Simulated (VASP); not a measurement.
# GaN (F-43m) in VASP: notebook

Runs on GaN. Level: r2SCAN. Tasks: equation of state, phonons.

Program: VASP 6.6.1. These are calculated values, not measurements. Logs are shortened: lines on timing, memory, paths and dates and some standing lists are left out, and cuts for length are marked.

## (1) The crystal as given

It takes space group F-43m (No. 216, cubic). The conventional cell has a = 4.507 Å, b = 4.507 Å, c = 4.507 Å, α = 90.00°, β = 90.00°, γ = 90.00°. Around Ga (site symmetry -43m) lie 4 N at 1.95 Å. Around N (site symmetry -43m) lie 4 Ga at 1.95 Å.

The cell is a database's computed one.

## (2) Equation of state, r2SCAN, 10.76 Å³/atom (volume scaled by 0.94)

INCAR reads:

```
PREC = Accurate
ENCUT = 520
EDIFF = 1E-6
ISMEAR = -1
SIGMA = 0.05
LREAL = F
LASPH = T
NELM = 60
ALGO = Normal
ISIF = 2
LWAVE = F
LCHARG = F
METAGGA = R2SCAN
LMIXTAU = T
```

KPOINTS reads:

```
Automatic mesh
0
Gamma
  10 10 10
```

POSCAR reads:

```
GaN
1.0
    0.0000000000      2.2074978911      2.2074978911
    2.2074978911      0.0000000000      2.2074978911
    2.2074978911      2.2074978911      0.0000000000
Ga N
1 1
Direct
    0.0000000000      0.0000000000      0.0000000000
    0.2500000000      0.2500000000      0.2500000000
```

Potentials or basis: VASP PAW PBE potentials, release 64 (Ga_d, N).

Run with:

```console
> cat potpaw_PBE.64/Ga_d/POTCAR potpaw_PBE.64/N/POTCAR > POTCAR
> mpirun -np 1 vasp_std > vasp.out
```

OUTCAR:

```text
PREC = Accurate
   ENCUT = 520
   EDIFF = 1E-6
   ISMEAR = -1
   LREAL = F
   LASPH = T
   NELM = 60
   ISIF = 2
   METAGGA = R2SCAN

 Found     47 irreducible k-points:

 Following reciprocal coordinates:
            Coordinates               Weight
  0.000000  0.000000  0.000000      1.000000
  0.100000  0.000000  0.000000      8.000000
  0.200000  0.000000  0.000000      8.000000
  0.300000  0.000000  0.000000      8.000000
  0.400000  0.000000  0.000000      8.000000
  0.500000  0.000000  0.000000      4.000000
   k-points           NKPTS =     47   k-points in BZ     NKDIM =     47   number of bands    NBANDS=     13
   number of dos      NEDOS =    301   number of ions     NIONS =      2
   total plane-waves  NPLWV =  13824
   dimension x,y,z NGX =    24 NGY =   24 NGZ =   24
   dimension x,y,z NGXF=    48 NGYF=   48 NGZF=   48
   ions per type =               1   1
   NGX,Y,Z   is equivalent  to a cutoff of  12.78, 12.78, 12.78 a.u.
   NGXF,Y,Z  is equivalent  to a cutoff of  25.56, 25.56, 25.56 a.u.
 SYSTEM =  unknown system
   PREC   = accura    normal or accurate (medium, high low for compatibility)
   ISTART =      0    job   : 0-new  1-cont  2-samecut
   ICHARG =      2    charge: 1-file 2-atom 10-const
   ISPIN  =      1    spin polarized calculation?
   LNONCOLLINEAR =      F non collinear calculations
   LSORBIT =      F    spin-orbit coupling
   LASPH  =      T    aspherical Exc in radial PAW
   ENCUT  =  520.0 eV  38.22 Ry    6.18 a.u.   5.80  5.80  5.80*2*pi/ulx,y,z
   NELM   =     60;   NELMIN=  2; NELMDL= -5     # of ELM steps
   EDIFF  = 0.1E-05   stopping-criterion for ELM
   LREAL  =      F    real-space projection
   EDIFFG = 0.1E-04   stopping-criterion for IOM
   NSW    =      0    number of steps for IOM
   IBRION =     -1    ionic relax: 0-MD 1-quasi-New 2-CG
   NFREE  =      0    steps in history (QN), initial steepest desc. (CG)
   ISIF   =      2    stress and relaxation
   ISYM   =      2    0-nonsym 1-usesym 2-fastsym
   POTIM  = 0.5000    time-step for ionic-motion
   TEBEG  =    0.0;   TEEND  =   0.0 temperature during run
   PSTRESS=    0.0 pullay stress
   NELECT =      18.0000    total number of electrons
   NUPDOWN=      -1.0000    fix difference up-down
   EMIN   =  10.00;   EMAX   =-10.00  energy-range for DOS
   EFERMI =   0.00;   METHOD = LEGACY
   ISMEAR =    -1;   SIGMA  =   0.05  broadening in eV -4-tet -1-fermi 0-gaus
   EFERMI_NEDOS =   21; number of points for ismear=-14 and -15
   IALGO  =     38    algorithm
   IMIX   =      4    mixing-type and parameters
     AMIX     =   0.40;   BMIX     =  1.00
     AMIX_MAG =   1.60;   BMIX_MAG =  1.00
  volume/ion in A,a.u.               =      10.76        72.59
  Fermi-wavevector in a.u.,A,eV,Ry     =   1.542607  2.915105 32.376929  2.379637
  Thomas-Fermi vector in A             =   2.648388
   LORBIT       =      0    0 simple, 1 ext, 2 COOP (PROOUT), +10 PAW based schemes
   METAGGA = R2SCAN    functional components
   LHFCALC =     F    Hartree Fock is set to
   AEXX    =    0.0000 exact exchange contribution
   IVDW    =     0    specifies the selected vdW correction
   LEPSILON=     F    determine dielectric tensor
   LRPA    =     F    only Hartree local field effects (RPA)
 non-spin polarized calculation
  energy-cutoff  :      520.00
  volume of cell :       21.51
 maximum number of plane-waves:       589
   NGX = 11   NGY = 11   NGZ = 11

 number of electron      18.0000008 magnetization

 Free energy of the ion-electron system (eV)
  ---------------------------------------------------
  ext. energy  EPLUGINS =         0.00000000
  ---------------------------------------------------
  free energy    TOTEN  =       -21.84081445 eV

  energy without entropy =      -21.84081445  energy(sigma->0) =      -21.84081445

 E-fermi :   6.7013     XC(G=0): -13.0040

 val. band max:        5.7133775474   @ k =   0.0000   0.0000   0.0000
 cond. band min:       8.2446347712   @ k =   0.0000   0.0000   0.0000
 fundamental gap:      2.5312572238
 Fermi energy:         6.7012778774

 k-point     1 :       0.0000    0.0000    0.0000
  band No.  band energies     occupation
      1     -11.5727      2.00000
      2      -8.1826      2.00000
      3      -8.1826      2.00000
      4      -8.1825      2.00000
      5      -7.7585      2.00000
      6      -7.7585      2.00000
      7       5.7134      2.00000
      8       5.7134      2.00000
      9       5.7134      2.00000
     10       8.2446      0.00000
     11      17.1248      0.00000
     12      17.1249      0.00000
     13      17.1249      0.00000

 k-point     2 :       0.1000    0.0000    0.0000
  band No.  band energies     occupation
      1     -11.4487      2.00000
      2      -8.1656      2.00000
      3      -8.1656      2.00000
      4      -8.1454      2.00000
      5      -7.7601      2.00000
      6      -7.7601      2.00000
      7       4.6321      2.00000
      8       5.5948      2.00000
      9       5.5948      2.00000
     10       9.0612      0.00000
     11      16.6229      0.00000
     12      17.3084      0.00000
     13      17.3084      0.00000

 k-point     3 :       0.2000    0.0000    0.0000
  band No.  band energies     occupation
      1     -11.1253      2.00000
      2      -8.1257      2.00000
      3      -8.1257      2.00000
      4      -7.9909      2.00000
      5      -7.7590      2.00000
      6      -7.7590      2.00000
      7       2.6883      2.00000
      8       5.3032      2.00000
      9       5.3032      2.00000
     10      10.2122      0.00000
     11      15.8233      0.00000
     12      17.5834      0.00000
     13      17.5834      0.00000

 k-point     4 :       0.3000    0.0000    0.0000
  band No.  band energies     occupation
      1     -10.7484      2.00000
      2      -8.0885      2.00000
      3      -8.0885      2.00000
      4      -7.7438      2.00000
      5      -7.7438      2.00000
      6      -7.6115      2.00000
      7       0.6411      2.00000
      8       4.9728      2.00000
      9       4.9728      2.00000
     10      10.9725      0.00000
     11      15.4323      0.00000
     12      17.4924      0.00000
     13      17.4924      0.00000

 k-point     5 :       0.4000    0.0000    0.0000
  band No.  band energies     occupation
      1     -10.4878      2.00000
      2      -8.0706      2.00000
      3      -8.0706      2.00000
      4      -7.7181      2.00000
      5      -7.7180      2.00000
      6      -6.9996      2.00000
      7      -1.0994      2.00000
      8       4.7246      2.00000
      9       4.7246      2.00000
     10      11.2652      0.00000
     11      15.4339      0.00000
     12      17.1873      0.00000
     13      17.1873      0.00000

 k-point     6 :       0.5000    0.0000    0.0000
  band No.  band energies     occupation
      1     -10.4032      2.00000
      2      -8.0667      2.00000
      3      -8.0667      2.00000
      4      -7.7050      2.00000
      5      -7.7050      2.00000
      6      -6.6158      2.00000
      7      -1.8726      2.00000
      8       4.6337      2.00000
      9       4.6337      2.00000
     10      11.3191      0.00000
     11      15.4850      0.00000
     12      17.0435      0.00000
     13      17.0435      0.00000

 [... further k-points ...]

------------------------ aborting loop because EDIFF is reached ----------------------------------------

  FORCE on cell =-STRESS in cart. coord.  units (eV):
  Direction    XX          YY          ZZ          XY          YZ          ZX
  --------------------------------------------------------------------------------------
  -------------------------------------------------------------------------------------
  Total        1.8298702      1.8298702      1.8298702      0.0000000     -0.0000000     -0.0000000
  in kB      136.2699138    136.2699138    136.2699138      0.0000000     -0.0000000     -0.0000000
  external PRESSURE =     136.2699138 kB  Pullay stress =       0.0000000 kB

 VOLUME and BASIS-vectors are now :
 -----------------------------------------------------------------------------
  energy-cutoff  :      520.00
  volume of cell :       21.51
      direct lattice vectors                 reciprocal lattice vectors
     0.000000000  2.207497891  2.207497891    -0.226500783  0.226500783  0.226500783
     2.207497891  0.000000000  2.207497891     0.226500783 -0.226500783  0.226500783
     2.207497891  2.207497891  0.000000000     0.226500783  0.226500783 -0.226500783

 POSITION                                       TOTAL-FORCE (eV/Angst)
 -----------------------------------------------------------------------------------
      0.00000      0.00000      0.00000         0.000000      0.000000      0.000000
      1.10375      1.10375      1.10375        -0.000000     -0.000000     -0.000000
 -----------------------------------------------------------------------------------
    total drift:                                0.000007      0.000007      0.000007

  FREE ENERGIE OF THE ION-ELECTRON SYSTEM (eV)
  ---------------------------------------------------
  free  energy   TOTEN  =       -21.8408144494 eV

  energy  without entropy=      -21.8408144493  energy(sigma->0) =      -21.84081445
```

Wall time 36 s (1 thread of Intel Xeon Platinum 8488C (Sapphire Rapids), shared host); peak memory 0.14 GiB.

What came out:

| Property | Result |
| --- | --- |
| Free energy | -21.8408 eV |
| Pressure | 13.6 GPa |
| Band gap on the k mesh | 2.53 eV, direct |

Caveat: the PAW data sets were made with another functional, which shifts forces and pressure a little.

## (3) Equation of state, r2SCAN, 10.99 Å³/atom (volume scaled by 0.96)

INCAR reads:

```
  ALGO = Normal
  EDIFF = 1E-6
  ENCUT = 520
  ISIF = 2
  ISMEAR = -1
  LASPH = True
  LCHARG = False
  LMIXTAU = True
  LREAL = False
  LWAVE = False
  METAGGA = R2SCAN
  NELM = 60
  PREC = Accurate
  SIGMA = 0.05
```

KPOINTS reads:

```
k-points
0
Gamma
  10 10 10
```

POSCAR reads:

```
GaN
1.0
    0.0000000000      2.2230441631      2.2230441631
    2.2230441631      0.0000000000      2.2230441631
    2.2230441631      2.2230441631      0.0000000000
Ga N
1 1
Direct
    0.0000000000      0.0000000000      0.0000000000
    0.2500000000      0.2500000000      0.2500000000
```

Potentials or basis: VASP PAW PBE potentials, release 64 (Ga_d, N).

Run with:

```console
> cat potpaw_PBE.64/Ga_d/POTCAR potpaw_PBE.64/N/POTCAR > POTCAR
> mpirun -np 1 vasp_std > vasp.out
```

Run time: 41 s. Hardware: 1 thread of Intel Xeon Platinum 8488C (Sapphire Rapids), shared host; peak memory 0.14 GiB.

The run converged. Its results:

| Quantity | Value |
| --- | --- |
| Free energy | -21.8728 eV |
| Pressure | 8.6 GPa |
| Band gap on the k mesh | 2.39 eV, direct |

Caveat: the PAW data sets were made with another functional, which shifts forces and pressure a little.

## (4) Equation of state, r2SCAN, 11.21 Å³/atom (volume scaled by 0.98)

INCAR reads:

```
SYSTEM = GaN
  ALGO = Normal
  EDIFF = 1E-6
  ENCUT = 520
  ISIF = 2
  ISMEAR = -1
  LASPH = .True.
  LCHARG = .False.
  LMIXTAU = .True.
  LREAL = .False.
  LWAVE = .False.
  METAGGA = R2SCAN
  NELM = 60
  PREC = Accurate
  SIGMA = 0.05
```

KPOINTS reads:

```
k-points
0
Gamma
  10 10 10
  0 0 0
```

POSCAR reads:

```
GaN
1.0
    0.0000000000      2.2383759866      2.2383759866
    2.2383759866      0.0000000000      2.2383759866
    2.2383759866      2.2383759866      0.0000000000
Ga N
1 1
Direct
    0.0000000000      0.0000000000      0.0000000000
    0.2500000000      0.2500000000      0.2500000000
```

Run with:

```console
> cat potpaw_PBE.64/Ga_d/POTCAR potpaw_PBE.64/N/POTCAR > POTCAR
> mpirun -np 1 vasp_std > vasp.out
```

Wall time 29 s (1 thread of Intel Xeon Platinum 8488C (Sapphire Rapids), shared host); peak memory 0.14 GiB.

It converged, with:

```
Free energy            : -21.8910 eV
Pressure               : 4.7 GPa
Band gap on the k mesh : 2.26 eV, direct
```

Caveat: the PAW data sets were made with another functional, which shifts forces and pressure a little.

## (5) Equation of state, r2SCAN, 11.67 Å³/atom (volume scaled by 1.02)

INCAR reads:

```
PREC     = Accurate       # precision mode
ENCUT    = 520            # plane-wave cutoff, eV
EDIFF    = 1E-6           # SCF threshold, eV
ISMEAR   = -1             # smearing method
SIGMA    = 0.05           # smearing width, eV
LREAL    = False          # projectors in reciprocal space
LASPH    = True           # aspherical terms in the spheres
NELM     = 80             # most SCF steps
ALGO     = Normal         # electronic algorithm
ISIF     = 2              # what is computed and relaxed
LWAVE    = False          # write WAVECAR
LCHARG   = False          # write CHGCAR
METAGGA  = R2SCAN         # meta-GGA
LMIXTAU  = True
```

KPOINTS reads:

```
regular mesh
0
Gamma
  10 10 10
```

POSCAR reads:

```
GaN
1.0
    0.0000000000      2.2684248875      2.2684248875
    2.2684248875      0.0000000000      2.2684248875
    2.2684248875      2.2684248875      0.0000000000
Ga N
1 1
Direct
    0.0000000000      0.0000000000      0.0000000000
    0.2500000000      0.2500000000      0.2500000000
```

Run with:

```console
> cat potpaw_PBE.64/Ga_d/POTCAR potpaw_PBE.64/N/POTCAR > POTCAR
> mpirun -np 1 vasp_std > vasp.out
```

It took 40 s on 1 thread of Intel Xeon Platinum 8488C (Sapphire Rapids), shared host; peak memory 0.14 GiB.

It converged, with:

* Free energy: -21.8916 eV
* Pressure: -3.8 GPa
* Band gap on the k mesh: 1.99 eV, direct

Caveat: the PAW data sets were made with another functional, which shifts forces and pressure a little.

## (6) Equation of state, r2SCAN, 11.90 Å³/atom (volume scaled by 1.04)

INCAR reads:

```
SYSTEM = GaN
ALGO = Normal ; EDIFF = 1E-6
ENCUT = 520 ; ISIF = 2
ISMEAR = -1 ; LASPH = .TRUE.
LCHARG = .FALSE. ; LMIXTAU = .TRUE.
LREAL = .FALSE. ; LWAVE = .FALSE.
METAGGA = R2SCAN ; NELM = 60
PREC = Accurate ; SIGMA = 0.05
```

KPOINTS reads:

```
k-points
0
G
  10 10 10
  0 0 0
```

POSCAR reads:

```
GaN
1.0
    0.0000000000      2.2831553320      2.2831553320
    2.2831553320      0.0000000000      2.2831553320
    2.2831553320      2.2831553320      0.0000000000
Ga N
1 1
Direct
    0.0000000000      0.0000000000      0.0000000000
    0.2500000000      0.2500000000      0.2500000000
```

Potentials or basis: VASP PAW PBE potentials, release 64 (Ga_d, N).

Run with:

```console
> cat potpaw_PBE.64/Ga_d/POTCAR potpaw_PBE.64/N/POTCAR > POTCAR
> mpirun -np 1 vasp_std > vasp.out
```

It took 35 s on 1 thread of Intel Xeon Platinum 8488C (Sapphire Rapids), shared host; peak memory 0.15 GiB.

The run converged. Its results:

```
Free energy            : -21.8763 eV
Pressure               : -7.1 GPa
Band gap on the k mesh : 1.86 eV, direct
```

Caveat: the PAW data sets were made with another functional, which shifts forces and pressure a little.

## (7) Equation of state, r2SCAN, 12.13 Å³/atom (volume scaled by 1.06)

INCAR reads:

```
SYSTEM = GaN
ALGO = Normal ; EDIFF = 1E-6
ENCUT = 520 ; ISIF = 2
ISMEAR = -1 ; LASPH = .True.
LCHARG = .False. ; LMIXTAU = .True.
LREAL = .False. ; LWAVE = .False.
METAGGA = R2SCAN ; NELM = 60
PREC = Accurate ; SIGMA = 0.05
```

KPOINTS reads:

```
k-points
0
Gamma
  10 10 10
  0 0 0
```

POSCAR reads:

```
GaN
1.0
    0.0000000000      2.2976981147      2.2976981147
    2.2976981147      0.0000000000      2.2976981147
    2.2976981147      2.2976981147      0.0000000000
Ga N
1 1
Direct
    0.0000000000      0.0000000000      0.0000000000
    0.2500000000      0.2500000000      0.2500000000
```

Run with:

```console
> cat potpaw_PBE.64/Ga_d/POTCAR potpaw_PBE.64/N/POTCAR > POTCAR
> mpirun -np 1 vasp_std > vasp.out
```

It took 34 s on 1 thread of Intel Xeon Platinum 8488C (Sapphire Rapids), shared host; peak memory 0.15 GiB.

The run converged. Its results:

```yaml
Free_energy: -21.8520 eV
Pressure: -10.1 GPa
Band_gap_on_the_k_mesh: 1.73 eV, direct
```

Caveat: the PAW data sets were made with another functional, which shifts forces and pressure a little.

(Continued in part 2 of 2.)
